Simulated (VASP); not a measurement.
# GaSb (F-43m) in VASP: a series of runs

The runs below take GaSb through single point, with b88 exchange, pbe correlation.

Program: VASP 6.6.1. These are calculated values, not measurements. Logs are shortened: lines on timing, memory, paths and dates and some standing lists are left out, and cuts for length are marked.

**Measured values to compare with.**

From a printed reference work, data compilation, for a bulk crystal of GaSb at 4.2 K: band gap 0.811 eV (direct).

How close the calculation comes is told below.

### Step 1. The cell of the first run

Symmetry: F-43m, No. 216, cubic system. The conventional cell has a = 6.159 Å, b = 6.159 Å, c = 6.159 Å, α = 90.00°, β = 90.00°, γ = 90.00°. Sb (site symmetry -43m) has 4 Ga at 2.67 Å within 3.5 Å. Ga (site symmetry -43m) has 4 Sb at 2.67 Å within 3.5 Å.

### Step 2. Single point, b88 exchange, pbe correlation

Input file INCAR:

```
SYSTEM = GaSb
PREC = Accurate
ENCUT = 500
EDIFF = 1E-6
ISMEAR = -1
SIGMA = 0.05
LREAL = .False.
LASPH = .True.
NELM = 120
ALGO = Normal
ISIF = 2
LWAVE = .False.
LCHARG = .False.
GGA = LIBXC
LIBXC1 = GGA_X_B88
LIBXC2 = GGA_C_PBE
NBANDS = 16
GGA_COMPAT = .False.
```

Input file KPOINTS:

```
Automatic mesh
0
Gamma
  8 8 8
  0 0 0
```

Input file POSCAR:

```
GaSb
1.0
    0.0000000000      3.0792588685      3.0792588685
    3.0792588685      0.0000000000      3.0792588685
    3.0792588685      3.0792588685      0.0000000000
Sb Ga
1 1
Direct
    0.7500000000      0.7500000000      0.7500000000
    0.0000000000      0.0000000000      0.0000000000
```

Potentials or basis: VASP PAW PBE potentials, release 64 (Sb, Ga_d).

Command:

```sh
$ cat potpaw_PBE.64/Sb/POTCAR potpaw_PBE.64/Ga_d/POTCAR > POTCAR
$ mpirun -np 1 vasp_std > vasp.out
```

OUTCAR:

```text
SYSTEM = GaSb
   PREC = Accurate
   ENCUT = 500
   EDIFF = 1E-6
   ISMEAR = -1
   LREAL = .False.
   LASPH = .True.
   NELM = 120
   ISIF = 2
   GGA = LIBXC

 ion  position               nearest neighbor table
   1  0.750  0.750  0.750-   2 2.67   2 2.67   2 2.67   2 2.67
   2  0.000  0.000  0.000-   1 2.67   1 2.67   1 2.67   1 2.67

  LATTYP: Found a face centered cubic cell.
 ALAT       =     6.1585177370

  Lattice vectors:

 A1 = (   0.0000000000,   3.0792588685,   3.0792588685)
 A2 = (   3.0792588685,   0.0000000000,   3.0792588685)
 A3 = (   3.0792588685,   3.0792588685,   0.0000000000)

Analysis of symmetry for initial positions (statically):
=====================================================================
 Subroutine PRICEL returns:
 Original cell was already a primitive cell.

 Routine SETGRP: Setting up the symmetry group for a
 face centered cubic supercell.

 Subroutine GETGRP returns: Found 24 space group operations
 (whereof 24 operations were pure point group operations)
 out of a pool of 48 trial point group operations.

The static configuration has the point symmetry T_d .

Analysis of symmetry for dynamics (positions and initial velocities):
=====================================================================
 Subroutine PRICEL returns:
 Original cell was already a primitive cell.

 Routine SETGRP: Setting up the symmetry group for a
 face centered cubic supercell.

 Subroutine GETGRP returns: Found 24 space group operations
 (whereof 24 operations were pure point group operations)
 out of a pool of 48 trial point group operations.

The dynamic configuration has the point symmetry T_d .

 Subroutine INISYM returns: Found 24 space group operations
 (whereof 24 operations are pure point group operations),
 and found     1 'primitive' translations

----------------------------------------------------------------------------------------

                                     Primitive cell

  volume of cell :      58.3941

  direct lattice vectors                    reciprocal lattice vectors
     0.000000000  3.079258869  3.079258869    -0.162376735  0.162376735  0.162376735
     3.079258869  0.000000000  3.079258869     0.162376735 -0.162376735  0.162376735
     3.079258869  3.079258869  0.000000000     0.162376735  0.162376735 -0.162376735

  length of vectors
     4.354729654  4.354729654  4.354729654     0.281244754  0.281244754  0.281244754

  position of ions in fractional coordinates (direct lattice)
     0.750000000  0.750000000  0.750000000
     0.000000000  0.000000000  0.000000000

  ion indices of the primitive-cell ions
   primitive index   ion index
                 1           1
                 2           2

----------------------------------------------------------------------------------------

 KPOINTS: Automatic mesh

Automatic generation of k-mesh.
 Grid dimensions read from file:
 generate k-points for:    8    8    8

 Generating k-lattice:

  Cartesian coordinates                     Fractional coordinates (reciprocal lattice)
    -0.020297092  0.020297092  0.020297092     0.125000000  0.000000000  0.000000000
     0.020297092 -0.020297092  0.020297092     0.000000000  0.125000000  0.000000000
     0.020297092  0.020297092 -0.020297092     0.000000000  0.000000000  0.125000000

  Length of vectors
     0.035155594  0.035155594  0.035155594

  Shift w.r.t. Gamma in fractional coordinates (k-lattice)
     0.000000000  0.000000000  0.000000000

 Subroutine IBZKPT returns following result:
 ===========================================

 Found     29 irreducible k-points:

 Following reciprocal coordinates:
            Coordinates               Weight
  0.000000  0.000000  0.000000      1.000000
  0.125000  0.000000  0.000000      8.000000
  0.250000  0.000000  0.000000      8.000000
  0.375000  0.000000  0.000000      8.000000
  0.500000  0.000000  0.000000      4.000000
  0.125000  0.125000  0.000000      6.000000
[... 16 lines left out ...]
  0.500000  0.250000  0.125000     48.000000
 -0.375000  0.250000  0.125000     24.000000
 [... further k-points ...]
   k-points           NKPTS =     29   k-points in BZ     NKDIM =     29   number of bands    NBANDS=     16
   number of dos      NEDOS =    301   number of ions     NIONS =      2
   total plane-waves  NPLWV =  32768
   dimension x,y,z NGX =    32 NGY =   32 NGZ =   32
   dimension x,y,z NGXF=    64 NGYF=   64 NGZF=   64
   ions per type =               1   1
   NGX,Y,Z   is equivalent  to a cutoff of  12.22, 12.22, 12.22 a.u.
   NGXF,Y,Z  is equivalent  to a cutoff of  24.43, 24.43, 24.43 a.u.
 SYSTEM =  GaSb
   PREC   = accura    normal or accurate (medium, high low for compatibility)
   ISTART =      0    job   : 0-new  1-cont  2-samecut
   ICHARG =      2    charge: 1-file 2-atom 10-const
   ISPIN  =      1    spin polarized calculation?
   LNONCOLLINEAR =      F non collinear calculations
   LSORBIT =      F    spin-orbit coupling
   LASPH  =      T    aspherical Exc in radial PAW
   ENCUT  =  500.0 eV  36.75 Ry    6.06 a.u.   7.94  7.94  7.94*2*pi/ulx,y,z
   NELM   =    120;   NELMIN=  2; NELMDL= -5     # of ELM steps
   EDIFF  = 0.1E-05   stopping-criterion for ELM
   LREAL  =      F    real-space projection
   EDIFFG = 0.1E-04   stopping-criterion for IOM
   NSW    =      0    number of steps for IOM
   IBRION =     -1    ionic relax: 0-MD 1-quasi-New 2-CG
   NFREE  =      0    steps in history (QN), initial steepest desc. (CG)
   ISIF   =      2    stress and relaxation
   ISYM   =      2    0-nonsym 1-usesym 2-fastsym
   POTIM  = 0.5000    time-step for ionic-motion
   TEBEG  =    0.0;   TEEND  =   0.0 temperature during run
   PSTRESS=    0.0 pullay stress
   NELECT =      18.0000    total number of electrons
   NUPDOWN=      -1.0000    fix difference up-down
   EMIN   =  10.00;   EMAX   =-10.00  energy-range for DOS
   EFERMI =   0.00;   METHOD = LEGACY
   ISMEAR =    -1;   SIGMA  =   0.05  broadening in eV -4-tet -1-fermi 0-gaus
   EFERMI_NEDOS =   21; number of points for ismear=-14 and -15
   IALGO  =     38    algorithm
   IMIX   =      4    mixing-type and parameters
     AMIX     =   0.40;   BMIX     =  1.00
     AMIX_MAG =   1.60;   BMIX_MAG =  1.00
  volume/ion in A,a.u.               =      29.20       197.03
  Fermi-wavevector in a.u.,A,eV,Ry     =   1.105884  2.089817 16.639637  1.222979
  Thomas-Fermi vector in A             =   2.242377
   LORBIT       =      0    0 simple, 1 ext, 2 COOP (PROOUT), +10 PAW based schemes
   GGA     = LIBXC    functional components
   LHFCALC =     F    Hartree Fock is set to
   AEXX    =    0.0000 exact exchange contribution
   IVDW    =     0    specifies the selected vdW correction
   LEPSILON=     F    determine dielectric tensor
   LRPA    =     F    only Hartree local field effects (RPA)
 non-spin polarized calculation
  energy-cutoff  :      500.00
  volume of cell :       58.39
 maximum number of plane-waves:      1524
   NGX = 15   NGY = 15   NGZ = 15

 number of electron      17.9999997 magnetization

 Free energy of the ion-electron system (eV)
  ---------------------------------------------------
  ext. energy  EPLUGINS =         0.00000000
  ---------------------------------------------------
  free energy    TOTEN  =        -7.16055810 eV

  energy without entropy =       -7.16006408  energy(sigma->0) =       -7.16031109

 E-fermi :   4.6617     XC(G=0):  -9.0263

 val. band max:        4.6198409355   @ k =   0.0000   0.0000   0.0000
 cond. band min:       4.9764936378   @ k =   0.5000   0.0000   0.0000
 fundamental gap:      0.3566527023
 Fermi energy:         4.6616534292

 k-point     1 :       0.0000    0.0000    0.0000
  band No.  band energies     occupation
      1     -10.4199      2.00000
      2     -10.4199      2.00000
      3     -10.4199      2.00000
      4     -10.3730      2.00000
      5     -10.3730      2.00000
      6      -6.7249      2.00000
[... 8 lines left out ...]
     15      13.1881      0.00000
     16      13.1881      0.00000

 k-point     2 :       0.1250    0.0000    0.0000
  band No.  band energies     occupation
      1     -10.4236      2.00000
      2     -10.4182      2.00000
      3     -10.4182      2.00000
      4     -10.3731      2.00000
      5     -10.3731      2.00000
      6      -6.5692      2.00000
[... 8 lines left out ...]
     15      12.4150      0.00000
     16      12.4150      0.00000

 k-point     3 :       0.2500    0.0000    0.0000
  band No.  band energies     occupation
      1     -10.4326      2.00000
      2     -10.4145      2.00000
      3     -10.4145      2.00000
      4     -10.3733      2.00000
      5     -10.3733      2.00000
      6      -6.1265      2.00000
[... 8 lines left out ...]
     15      12.2000      0.00000
     16      12.2000      0.00000

 k-point     4 :       0.3750    0.0000    0.0000
  band No.  band energies     occupation
      1     -10.4413      2.00000
      2     -10.4112      2.00000
      3     -10.4112      2.00000
      4     -10.3730      2.00000
      5     -10.3730      2.00000
      6      -5.5161      2.00000
[... 8 lines left out ...]
     15      13.1295      0.00000
     16      13.1295      0.00000
[... 324 lines left out ...]
 k-point    22 :       0.3750    0.2500    0.1250
  band No.  band energies     occupation
      1     -10.4416      2.00000
      2     -10.4101      2.00000
      3     -10.4088      2.00000
      4     -10.3765      2.00000
      5     -10.3716      2.00000
      6      -5.7405      2.00000
[... 8 lines left out ...]
     15      13.6316      0.00000
     16      13.8520      0.00000

 k-point    23 :       0.5000    0.2500    0.1250
  band No.  band energies     occupation
      1     -10.4475      2.00000
      2     -10.4078      2.00000
      3     -10.4056      2.00000
      4     -10.3764      2.00000
      5     -10.3721      2.00000
      6      -5.1566      2.00000
[... 8 lines left out ...]
     15      13.3299      0.00000
     16      14.7406      0.00000

 k-point    24 :      -0.3750    0.2500    0.1250
  band No.  band energies     occupation
      1     -10.4497      2.00000
      2     -10.4072      2.00000
      3     -10.4044      2.00000
      4     -10.3757      2.00000
      5     -10.3727      2.00000
      6      -4.8134      2.00000
[... 8 lines left out ...]
     15      14.2551      0.00000
     16      14.7137      0.00000

 [... further k-points ...]

------------------------ aborting loop because EDIFF is reached ----------------------------------------

  FORCE on cell =-STRESS in cart. coord.  units (eV):
  Direction    XX          YY          ZZ          XY          YZ          ZX
  --------------------------------------------------------------------------------------
  -------------------------------------------------------------------------------------
  Total        0.4408415      0.4408415      0.4408415     -0.0000000      0.0000000     -0.0000000
  in kB       12.0955168     12.0955168     12.0955168     -0.0000000      0.0000000     -0.0000000
  external PRESSURE =      12.0955168 kB  Pullay stress =       0.0000000 kB

 VOLUME and BASIS-vectors are now :
 -----------------------------------------------------------------------------
  energy-cutoff  :      500.00
  volume of cell :       58.39
      direct lattice vectors                 reciprocal lattice vectors
     0.000000000  3.079258869  3.079258869    -0.162376735  0.162376735  0.162376735
     3.079258869  0.000000000  3.079258869     0.162376735 -0.162376735  0.162376735
     3.079258869  3.079258869  0.000000000     0.162376735  0.162376735 -0.162376735

 POSITION                                       TOTAL-FORCE (eV/Angst)
 -----------------------------------------------------------------------------------
      4.61889      4.61889      4.61889        -0.000000     -0.000000     -0.000000
      0.00000      0.00000      0.00000         0.000000      0.000000      0.000000
 -----------------------------------------------------------------------------------
    total drift:                               -0.000000     -0.000000     -0.000000

  FREE ENERGIE OF THE ION-ELECTRON SYSTEM (eV)
  ---------------------------------------------------
  free  energy   TOTEN  =        -7.1605581026 eV

  energy  without entropy=       -7.1600640772  energy(sigma->0) =       -7.16031109
```

It took 17 s on 1 thread of Intel Xeon Platinum 8488C (Sapphire Rapids), shared host; peak memory 0.18 GiB.

What came out:

- Free energy: -7.1606 eV
- Pressure: 1.2 GPa
- Band gap on the k mesh: zero (filled and empty bands touch)

Caveat: semilocal functionals underestimate gaps, so a narrow gap can read as zero; the PAW data sets were made with another functional, which shifts forces and pressure a little; spin-orbit coupling is left out, which moves the levels of the heavy elements.

### Step 3. Single point, b88 exchange, pbe correlation

This run uses another cell than the first one, of 29.77 Å³/atom.

Input file INCAR:

```
PREC = Accurate
ENCUT = 500
EDIFF = 1E-6
ISMEAR = -1
SIGMA = 0.05
LREAL = False
LASPH = True
NELM = 120
ALGO = Normal
ISIF = 2
LWAVE = False
LCHARG = True
GGA = LIBXC
LIBXC1 = GGA_X_B88
LIBXC2 = GGA_C_PBE
LELF = True
LVHAR = True
NBANDS = 16
GGA_COMPAT = False
```

Input file KPOINTS:

```
Automatic mesh
0
Gamma
  8 8 8
```

Input file POSCAR:

```
GaSb
1.0
    0.0000000000      3.0992546163      3.0992546163
    3.0992546163      0.0000000000      3.0992546163
    3.0992546163      3.0992546163      0.0000000000
Sb Ga
1 1
Direct
    0.7500000000      0.7500000000      0.7500000000
    0.0000000000      0.0000000000      0.0000000000
```

Potentials or basis: VASP PAW PBE potentials, release 64 (Sb, Ga_d).

Command:

```sh
$ cat potpaw_PBE.64/Sb/POTCAR potpaw_PBE.64/Ga_d/POTCAR > POTCAR
$ mpirun -np 1 vasp_std > vasp.out
```

It took 18 s on 1 thread of Intel Xeon Platinum 8488C (Sapphire Rapids), shared host; peak memory 0.18 GiB.

Results (log left out):

* Free energy: -7.1658 eV
* Pressure: 0.3 GPa
* Band gap on the k mesh: zero (filled and empty bands touch)

Levels at points of the mesh, in eV from the Fermi level:
```tsv
k point	band 5	band 6	band 7	band 8	band 9	band 10	band 11	band 12	band 13	band 14
(0.00, 0.00, 0.00)	-15.00	-11.25	-0.30	-0.04	-0.04	-0.04	2.75	2.75	2.75	5.74
(0.50, 0.00, 0.00)	-15.00	-9.73	-6.22	-1.13	-1.13	0.28	3.71	3.71	6.46	9.07
(0.50, 0.50, 0.00)	-15.00	-8.96	-6.68	-2.47	-2.47	0.91	1.29	8.38	8.38	9.69
```

Caveat: semilocal functionals underestimate gaps, so a narrow gap can read as zero; the PAW data sets were made with another functional, which shifts forces and pressure a little; spin-orbit coupling is left out, which moves the levels of the heavy elements.

### Step 4. How close it comes

Step 3. Measured gap of GaSb: 0.811 eV (direct; 4.2 K; a printed reference work, data compilation). This calculation gives 0.00 eV (-0.81 eV). Spin-orbit coupling on Ga, Sb is left out. The value is that of b88 exchange, pbe correlation on a finite k mesh, which can miss the band edges, without temperature or zero-point motion.
